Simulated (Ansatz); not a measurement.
**Nudged elastic band run: Si**

input.yaml

```yaml
crystal:
  lattice:
    - [10.86, 0.0, 0.0]
    - [0.0, 10.86, 0.0]
    - [0.0, 0.0, 10.86]
  atoms:
    - { symbol: Si, position: [0.49791844, -0.00151078, -0.00161635] }
    - { symbol: Si, position: [0.62438769, 0.12393438, 0.12553627] }
    - { symbol: Si, position: [0.7498951, 0.25031638, 0.00056372] }
    - { symbol: Si, position: [0.87619078, 0.37594982, 0.12537665] }
    - { symbol: Si, position: [0.75035846, -0.00034944, 0.2498973] }
    - { symbol: Si, position: [0.87456196, 0.12549774, 0.37532098] }
    - { symbol: Si, position: [0.00202898, -0.00222728, 0.00056401] }
    - { symbol: Si, position: [0.12525171, 0.12477429, 0.12453119] }
    - { symbol: Si, position: [0.24966268, 0.25017737, 0.00018216] }
    - { symbol: Si, position: [0.37479533, 0.37464532, 0.12469629] }
    - { symbol: Si, position: [0.49751708, 0.50234338, 0.00121619] }
    - { symbol: Si, position: [0.6252331, 0.62499909, 0.12488006] }
    - { symbol: Si, position: [0.74963497, 0.75009978, 0.00023367] }
    - { symbol: Si, position: [0.87513153, 0.87446212, 0.12441088] }
    - { symbol: Si, position: [0.24928485, -0.00175597, 0.24813892] }
    - { symbol: Si, position: [0.37521847, 0.12487429, 0.37453798] }
    - { symbol: Si, position: [0.49983921, 0.2497669, 0.24993535] }
    - { symbol: Si, position: [0.62527045, 0.37498952, 0.37502213] }
    - { symbol: Si, position: [0.75073715, 0.50035196, 0.25008229] }
    - { symbol: Si, position: [0.875815, 0.62527924, 0.37433729] }
    - { symbol: Si, position: [0.49963833, -3.992e-05, 0.49944073] }
    - { symbol: Si, position: [0.62509667, 0.12488227, 0.62493975] }
    - { symbol: Si, position: [0.74964251, 0.25018347, 0.50019541] }
    - { symbol: Si, position: [0.87492657, 0.37490643, 0.62469884] }
    - { symbol: Si, position: [0.75071104, 7.163e-05, 0.75040261] }
    - { symbol: Si, position: [0.87571923, 0.12469893, 0.87499422] }
    - { symbol: Si, position: [0.00188664, 0.50226232, -0.00132319] }
    - { symbol: Si, position: [0.12951222, 0.62841934, 0.12096394] }
    - { symbol: Si, position: [0.37266636, 0.87220398, 0.12210749] }
    - { symbol: Si, position: [9.925e-05, 0.24989636, 0.24982014] }
    - { symbol: Si, position: [0.12459006, 0.37573377, 0.37404393] }
    - { symbol: Si, position: [0.25158231, 0.50187929, 0.24833599] }
    - { symbol: Si, position: [0.37438711, 0.62562316, 0.37552231] }
    - { symbol: Si, position: [0.49800421, 0.74851968, 0.24834129] }
    - { symbol: Si, position: [0.62437077, 0.87533656, 0.37414399] }
    - { symbol: Si, position: [0.0001023, 2.025e-05, 0.49973912] }
    - { symbol: Si, position: [0.12456224, 0.12405705, 0.62584116] }
    - { symbol: Si, position: [0.24953918, 0.25038649, 0.50038921] }
    - { symbol: Si, position: [0.37570005, 0.37603771, 0.62584537] }
    - { symbol: Si, position: [0.49973073, 0.50058244, 0.50002413] }
    - { symbol: Si, position: [0.6242404, 0.62452699, 0.62612113] }
    - { symbol: Si, position: [0.74993007, 0.75040817, 0.50038856] }
    - { symbol: Si, position: [0.87617009, 0.87552903, 0.62572557] }
    - { symbol: Si, position: [0.25139754, -0.00177944, 0.75201444] }
    - { symbol: Si, position: [0.37424933, 0.125656, 0.87548087] }
    - { symbol: Si, position: [0.49961057, 0.2500694, 0.75034821] }
    - { symbol: Si, position: [0.62417284, 0.37583653, 0.87456817] }
    - { symbol: Si, position: [0.75016072, 0.50033444, 0.75054755] }
    - { symbol: Si, position: [0.87456159, 0.62574572, 0.87571395] }
    - { symbol: Si, position: [0.00234243, 0.75089318, 0.24760613] }
    - { symbol: Si, position: [0.12541725, 0.8746981, 0.37480651] }
    - { symbol: Si, position: [-3.919e-05, 0.50032421, 0.49948808] }
    - { symbol: Si, position: [0.12513529, 0.62517896, 0.62481963] }
    - { symbol: Si, position: [0.24965715, 0.75019028, 0.50013354] }
    - { symbol: Si, position: [0.37465762, 0.87486614, 0.62452465] }
    - { symbol: Si, position: [-4.56e-06, 0.24984297, 0.7502159] }
    - { symbol: Si, position: [0.12524902, 0.37494072, 0.87520607] }
    - { symbol: Si, position: [0.24903432, 0.50246685, 0.75236871] }
    - { symbol: Si, position: [0.37136785, 0.62890207, 0.87866949] }
    - { symbol: Si, position: [0.49753444, 0.75158985, 0.75231711] }
    - { symbol: Si, position: [0.62535593, 0.87491981, 0.87519982] }
    - { symbol: Si, position: [0.00184683, 0.74879547, 0.75220888] }
    - { symbol: Si, position: [0.12923303, 0.87087036, 0.87852602] }
basis:
  ecutwfc: 420.0
kpoints:
  mp_grid: { grid: [1, 1, 1] }
hamiltonian:
  xc: pbesol
  pseudopotentials: { kind: paw, azcp: { folder: soft_1 } }
scf:
  occupations: { method: fermi_dirac, width: 0.02 }
  lower_state_search: "off"
neb:
  images: 5
  f_tol: 0.05
  initial_path: idpp
  max_iterations: 34
  spring: 2.0
  final_atoms:
    - { symbol: Si, position: [0.49920008, -0.00079992, -0.00032357] }
    - { symbol: Si, position: [0.625, 0.125, 0.125] }
    - { symbol: Si, position: [0.75079992, 0.25079992, -0.00032357] }
    - { symbol: Si, position: [0.87699372, 0.37699372, 0.12627243] }
    - { symbol: Si, position: [0.75079992, -0.00079992, 0.25032357] }
    - { symbol: Si, position: [0.87518528, 0.12480141, 0.37481472] }
    - { symbol: Si, position: [0.00035708, 0.00030415, 0.00035708] }
    - { symbol: Si, position: [0.125, 0.125, 0.125] }
    - { symbol: Si, position: [0.24964292, 0.24969585, 0.00035708] }
    - { symbol: Si, position: [0.37300628, 0.37699372, 0.12372757] }
    - { symbol: Si, position: [0.50030415, 0.50035708, 0.00035708] }
    - { symbol: Si, position: [0.625, 0.625, 0.125] }
    - { symbol: Si, position: [0.74969585, 0.74964292, 0.00035708] }
    - { symbol: Si, position: [0.87699372, 0.87300628, 0.12372757] }
    - { symbol: Si, position: [0.24964292, 0.00030415, 0.24964292] }
    - { symbol: Si, position: [0.37481472, 0.12519859, 0.37481472] }
    - { symbol: Si, position: [0.49920008, 0.25079992, 0.25032357] }
    - { symbol: Si, position: [0.62480141, 0.37518528, 0.37481472] }
    - { symbol: Si, position: [0.74969585, 0.50035708, 0.24964292] }
    - { symbol: Si, position: [0.87699372, 0.62372757, 0.37300628] }
    - { symbol: Si, position: [0.50019275, 0.00019275, 0.50019275] }
    - { symbol: Si, position: [0.625, 0.125, 0.625] }
    - { symbol: Si, position: [0.74980725, 0.24980725, 0.50019275] }
    - { symbol: Si, position: [0.87518528, 0.37518528, 0.62519859] }
    - { symbol: Si, position: [0.74980725, 0.00019275, 0.74980725] }
    - { symbol: Si, position: [0.87518528, 0.12519859, 0.87518528] }
    - { symbol: Si, position: [0.00298782, 0.50298782, 0.00298782] }
    - { symbol: Si, position: [0.24701218, 0.74701218, 0.00298782] }
    - { symbol: Si, position: [0.37300628, 0.87300628, 0.12627243] }
    - { symbol: Si, position: [0.00035708, 0.24969585, 0.24964292] }
    - { symbol: Si, position: [0.12372757, 0.37699372, 0.37300628] }
    - { symbol: Si, position: [0.24701218, 0.50298782, 0.24701218] }
    - { symbol: Si, position: [0.37300628, 0.62627243, 0.37300628] }
    - { symbol: Si, position: [0.50030415, 0.74964292, 0.24964292] }
    - { symbol: Si, position: [0.62519859, 0.87481472, 0.37481472] }
    - { symbol: Si, position: [-0.00032357, -0.00079992, 0.49920008] }
    - { symbol: Si, position: [0.125, 0.125, 0.625] }
    - { symbol: Si, position: [0.25032357, 0.25079992, 0.49920008] }
    - { symbol: Si, position: [0.37481472, 0.37518528, 0.62480141] }
    - { symbol: Si, position: [0.49920008, 0.49967643, 0.49920008] }
    - { symbol: Si, position: [0.625, 0.625, 0.625] }
    - { symbol: Si, position: [0.75079992, 0.75032357, 0.49920008] }
    - { symbol: Si, position: [0.87518528, 0.87481472, 0.62480141] }
    - { symbol: Si, position: [0.25032357, -0.00079992, 0.75079992] }
    - { symbol: Si, position: [0.37481472, 0.12480141, 0.87518528] }
    - { symbol: Si, position: [0.50019275, 0.24980725, 0.74980725] }
    - { symbol: Si, position: [0.62519859, 0.37518528, 0.87518528] }
    - { symbol: Si, position: [0.75079992, 0.49967643, 0.75079992] }
    - { symbol: Si, position: [0.87699372, 0.62627243, 0.87699372] }
    - { symbol: Si, position: [0.00298782, 0.74701218, 0.24701218] }
    - { symbol: Si, position: [0.12627243, 0.87300628, 0.37300628] }
    - { symbol: Si, position: [0.00035708, 0.50035708, 0.50030415] }
    - { symbol: Si, position: [0.125, 0.625, 0.625] }
    - { symbol: Si, position: [0.24964292, 0.74964292, 0.50030415] }
    - { symbol: Si, position: [0.37481472, 0.87481472, 0.62519859] }
    - { symbol: Si, position: [-0.00032357, 0.25079992, 0.75079992] }
    - { symbol: Si, position: [0.12627243, 0.37699372, 0.87699372] }
    - { symbol: Si, position: [0.24964292, 0.50035708, 0.74969585] }
    - { symbol: Si, position: [0.37300628, 0.62372757, 0.87699372] }
    - { symbol: Si, position: [0.49920008, 0.75032357, 0.75079992] }
    - { symbol: Si, position: [0.62480141, 0.87481472, 0.87518528] }
    - { symbol: Si, position: [0.00035708, 0.74964292, 0.74969585] }
    - { symbol: Si, position: [0.12372757, 0.87300628, 0.87699372] }
  order_check: true
```

Launched with:

```bash
$ ansatz run input.yaml --threads 4 --pin off --max-ram 10240MiB --backend cpu --events-out ev --progress --plain --runs-dir out
```

Output, in part (warnings, iteration lines):

```
NEB end point (image 0): max|allowed force component| = 2.338e-2 eV/Å (the criterion of neb.relax_end_points is 1.000e-2)
NEB end point (image 6): max|allowed force component| = 1.934e-2 eV/Å (the criterion of neb.relax_end_points is 1.000e-2)
NEB iter   1: max|band force component| = 5.753e-1 eV/Å  barrier→ = 0.7587 eV  barrier← = 0.7586 eV  Δτ_max = 0.1972 Å  (68 SCF iters)
NEB iter   2: max|band force component| = 3.767e-1 eV/Å  barrier→ = 0.4032 eV  barrier← = 0.4031 eV  CI = image 3  Δτ_max = 0.2000 Å  (43 SCF iters)
NEB iter   3: max|band force component| = 1.893e0 eV/Å  barrier→ = 0.6585 eV  barrier← = 0.6584 eV  CI = image 2  Δτ_max = 0.1010 Å  (48 SCF iters)
NEB iter   4: max|band force component| = 6.326e-1 eV/Å  barrier→ = 0.2269 eV  barrier← = 0.2268 eV  CI = image 4  Δτ_max = 0.1596 Å  (42 SCF iters)
NEB iter   5: max|band force component| = 3.562e-1 eV/Å  barrier→ = 0.1917 eV  barrier← = 0.1916 eV  CI = image 2  Δτ_max = 0.0913 Å  (41 SCF iters)
NEB iter   6: max|band force component| = 1.839e-1 eV/Å  barrier→ = 0.1671 eV  barrier← = 0.1670 eV  CI = image 3  Δτ_max = 0.0874 Å  (38 SCF iters)
NEB iter   7: max|band force component| = 7.388e-2 eV/Å  barrier→ = 0.1670 eV  barrier← = 0.1669 eV  CI = image 3  Δτ_max = 0.0417 Å  (36 SCF iters)
NEB iter   8: max|band force component| = 3.664e-2 eV/Å  barrier→ = 0.1670 eV  barrier← = 0.1670 eV  CI = image 3  Δτ_max = 0.0000 Å  (309 SCF iters)
```

The run converged. By the program's own check the climbing image is a first-order saddle point (lowest curvatures found: -0.26 and 0.33 eV/Å²). Limits of this set-up: coarse k mesh, PAW files made for another functional.

Final band (atoms are numbered from 1 in the order of the input):

```csv
image,path coordinate (Å),energy (eV),Si27–Si28 (Å),Si28–Si32 (Å),Si28–Si50 (Å)
0,0.00,0.000,2.36,2.36,2.36
1,0.48,0.052,2.42,2.40,2.42
2,0.95,0.147,2.52,2.51,2.54
3,1.43,0.167,2.80,2.72,2.75
4,1.88,0.119,3.27,2.99,2.96
5,2.34,0.033,3.60,3.35,3.36
6,2.79,0.000,3.75,3.75,3.75
```

Run time: 14 min on 4 threads of Intel(R) Xeon(R) Processor @ 2.50GHz (Skylake/Cascade Lake), with other jobs on the host, peak memory 3.7 GiB.
